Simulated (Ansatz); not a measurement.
## How far is this BeS2 from the hull?

These are results of Ansatz 0.2.0, DFT PBE, scalar-relativistic, plane waves, PAW, not measurements. All cells share a 420 eV cutoff and Γ-centred k meshes spaced at most about 0.3 Å⁻¹ (about 0.25 or finer for metals, 2π included). No spin polarisation.

Formation energies are uncorrected and refer to the elements' standard structures at the same level.

Temperature and zero-point effects are left out. The reference form of S is held partly by dispersion forces, which this level lacks.

The competitors are the elements and 1 reference phase of this chemical system (from databases or known types: BeS), relaxed at the same level; other known phases may be missing.

The candidate was reached from: Ga2Cu type (P4/mmm).

```cif
data_structure
_symmetry_space_group_name_H-M 'P4/mmm'
_symmetry_Int_Tables_number 123
_cell_length_a 3.0703
_cell_length_b 3.0703
_cell_length_c 4.9368
_cell_angle_alpha 90.000
_cell_angle_beta 90.000
_cell_angle_gamma 90.000
_cell_volume 46.54
loop_
_atom_site_label
_atom_site_type_symbol
_atom_site_symmetry_multiplicity
_atom_site_Wyckoff_symbol
_atom_site_fract_x
_atom_site_fract_y
_atom_site_fract_z
_atom_site_occupancy
Be1 Be 1 a 0.00000 0.00000 0.00000 1
S1 S 2 h 0.50000 0.50000 0.24280 1
```

Task: Is it stable, and against what?

Result: Not stable. Its formation energy is 0.263 eV/atom. The lowest competing mixture at this composition is this:

| phase | space group | source | share of atoms | ΔE_f (eV/atom) |
| --- | --- | --- | --- | --- |
| S | - | element | 0.3333 | -0.0011 |
| BeS | F-43m (No. 216) | COD | 0.6667 | -1.070 |

The lowest database cell of S (-0.0011) lies slightly below the reference, hence the non-zero entry.

The mixture lies at -0.714 eV/atom, and the candidate lies 0.98 eV/atom above it. The candidate matches no cell in the subsets of the Crystallography Open Database and the Materials Project at hand. A phase this far over the hull is unlikely to be made. It holds S–S chains (shortest 2.40 Å).
